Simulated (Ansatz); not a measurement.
# SiC: stress in a strained cell

Aim: deform SiC (equal xx and yy strain of -1 %) and compute stress, forces and field gradients with LAPW, PAW and all-electron datasets made for the crystal.

Computed with Ansatz 0.2.0 (DFT PBEsol, scalar-relativistic, unless a step's input says otherwise).

## 1. Starting point

Symmetry: P6_3mc, No. 186, hexagonal system. Conventional cell: a = 3.076 Å, b = 3.076 Å, c = 5.048 Å, α = 90.00°, β = 90.00°, γ = 120.00°. Si (site symmetry 3m) has 4 C at 1.87 to 1.94 Å as nearest neighbours. C (site symmetry 3m) has 4 Si at 1.87 to 1.94 Å as nearest neighbours.

Coordinates:

```xyz
4
Lattice="3.0760 0.0000 0.0000 -1.5380 2.6639 0.0000 0.0000 0.0000 5.0480" Properties=species:S:1:pos:R:3 pbc="T T T"
Si    0.0000    1.7759    0.0000
Si    1.5380    0.8880    2.5240
C     0.0000    1.7759    1.9435
C     1.5380    0.8880    4.4675
```

Atoms are numbered in the order of the input: Si1, Si2, C3, C4.

## 2. After the deformation

Space group P6_3mc before, P6_3mc after.

## 3. Full-potential LAPW

input.yaml reads:

```yaml
crystal:
  lattice:
    - [3.0452382243, 0.0, 0.0]
    - [-1.5226191122, 2.6372536629, 0.0]
    - [0.0, 0.0, 5.048]
  atoms:
    - { symbol: Si, position: [0.3333333333, 0.6666666667, 0.0] }
    - { symbol: Si, position: [0.6666666667, 0.3333333333, 0.5] }
    - { symbol: C, position: [0.3333333333, 0.6666666667, 0.385] }
    - { symbol: C, position: [0.6666666667, 0.3333333333, 0.885] }
kpoints:
  mp_grid: { grid: [15, 15, 8] }
  band_path:
    path:
      - [0.0, 0.0, 0.0]
      - [0.5, 0.0, 0.0]
      - [0.3333333333, 0.3333333333, 0.0]
      - [0.0, 0.0, 0.0]
      - [0.0, 0.0, 0.5]
      - [0.5, 0.0, 0.5]
      - [0.3333333333, 0.3333333333, 0.5]
      - [0.0, 0.0, 0.5]
      - [0.5, 0.0, 0.5]
    npoints: 5
scf:
  occupations: { method: fermi_dirac, width: 0.08 }
hamiltonian:
  xc: pbesol
  pseudopotentials: { kind: all_electron, lapw: { basis_error: 0.001 } }
output:
  forces: true
  stress: true
  eigenvalues: true
```

The run is started by

```
$ ansatz run input.yaml --threads 1 --pin off --max-ram 6144MiB --backend cpu --events-out ev --progress --plain --runs-dir out
```

## 4. Frozen-core PAW

input.yaml reads:

```yaml
crystal:
  lattice:
    - [3.0452382243, 0.0, 0.0]
    - [-1.5226191122, 2.6372536629, 0.0]
    - [0.0, 0.0, 5.048]
  atoms:
    - { symbol: Si, position: [0.3333333333, 0.6666666667, 0.0] }
    - { symbol: Si, position: [0.6666666667, 0.3333333333, 0.5] }
    - { symbol: C, position: [0.3333333333, 0.6666666667, 0.385] }
    - { symbol: C, position: [0.6666666667, 0.3333333333, 0.885] }
kpoints:
  mp_grid: { grid: [15, 15, 8] }
scf:
  occupations: { method: fermi_dirac, width: 0.08 }
hamiltonian:
  xc: pbesol
  pseudopotentials: { kind: paw }
output:
  forces: true
  stress: true
  eigenvalues: true
  efg: { contact_densities: true }
```

## 5. All-electron PAW on datasets made for the crystal

input.yaml, as its differences from that of step 4:

```diff
@@ -16,3 +16,3 @@
   xc: pbesol
-  pseudopotentials: { kind: paw }
+  pseudopotentials: { kind: all_electron, datasets: crystal }
 output:
```

(Steps that only read results are left out.)

Q: Predict the outcome of this session. Wanted: pressure; largest shear or deviatoric stress.

**Answer**, as computed:

```
                                 quantity                                           value
                                 pressure  LAPW 5.14, PAW 5.21, crystal datasets 5.14 GPa
largest shear or deviatoric stress (LAPW)                                        7.37 GPa
```

The largest part of the stress beyond the pressure is 7.37 GPa in size, in the zz component; the atoms are carried along and not relaxed. No run of the undeformed cell stands beside it, so the pressure holds what the given cell had before the change. PAW: stress within 0.09 GPa of LAPW, forces within 2 meV/Å. Crystal datasets: stress within 0.01 GPa of LAPW, forces within 1 meV/Å.
